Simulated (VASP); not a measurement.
Set up this calculation in VASP 6.6.1, as the native input.

```
Task                   : relaxation of the atoms
Functional             : PBE
Dispersion             : D3(BJ)
Potentials or basis    : VASP PAW PBE potentials, release 64 (As, Pt)
Cutoff                 : 600 eV
k mesh                 : 6 × 6 × 6
Occupations            : gaussian, width 0.03 eV
Spin                   : no spin polarisation
Further INCAR settings : ALGO = Normal; EDIFF = 1e-07; IBRION = 2; EDIFFG = -0.01; NSW = 40
```

The structure of As2Pt (Sperrylite) lies in POSCAR:

```
As2Pt                                   
1.0
    5.9920561891      0.0000000000     -0.0000000000
    0.0000000000      5.9920561891      0.0000000000
    0.0000000000     -0.0000000000      5.9920561891
  As              Pt            
     8     4
Direct
     0.3830668803572136    0.3830668803572136    0.3830668803572136
     0.1169331196427864    0.6169331196427864    0.8830668803572136
     0.8830668803572136    0.1169331196427864    0.6169331196427864
     0.6169331196427864    0.8830668803572136    0.1169331196427864
     0.6169331196427864    0.6169331196427864    0.6169331196427864
     0.8830668803572136    0.3830668803572136    0.1169331196427864
     0.1169331196427864    0.8830668803572136    0.3830668803572136
     0.3830668803572136    0.1169331196427864    0.8830668803572136
     0.0000000000000000    0.0000000000000000    0.0000000000000000
     0.5000000000000000    0.0000000000000000    0.5000000000000000
     0.5000000000000000    0.5000000000000000    0.0000000000000000
     0.0000000000000000    0.5000000000000000    0.5000000000000000
```

The input as run:

INCAR

```
SYSTEM = As2Pt
PREC = Accurate
ENCUT = 600
EDIFF = 1E-7
ISMEAR = 0
SIGMA = 0.03
LREAL = .FALSE.
LASPH = .TRUE.
NELM = 80
ALGO = Normal
ISIF = 2
LWAVE = .FALSE.
LCHARG = .FALSE.
GGA = PE
IVDW = 12
IBRION = 2
NSW = 40
EDIFFG = -0.01
KPAR = 4
```

KPOINTS

```
Automatic mesh
0
G
  6 6 6
  0 0 0
```

Potentials or basis: VASP PAW PBE potentials, release 64 (As, Pt).

Run with:

```console
$ cat potpaw_PBE.64/As/POTCAR potpaw_PBE.64/Pt/POTCAR > POTCAR
$ mpirun -np 4 vasp_std > vasp.out
```

It gave:

```
Pressure after relaxing    : 0.0 GPa
Band gap on the k mesh     : 0.25 eV, indirect (least direct gap 0.97 eV)
Dispersion energy per atom : -0.555 eV
```

Caveat: the relaxation stopped at its first step, so nothing moved; spin-orbit coupling is left out, which moves the levels of the heavy elements.

Wall time 44 s on 4 MPI ranks on Intel(R) Xeon(R) 6975P-C (Granite Rapids) (shared host), peak memory 0.47 GiB a rank.
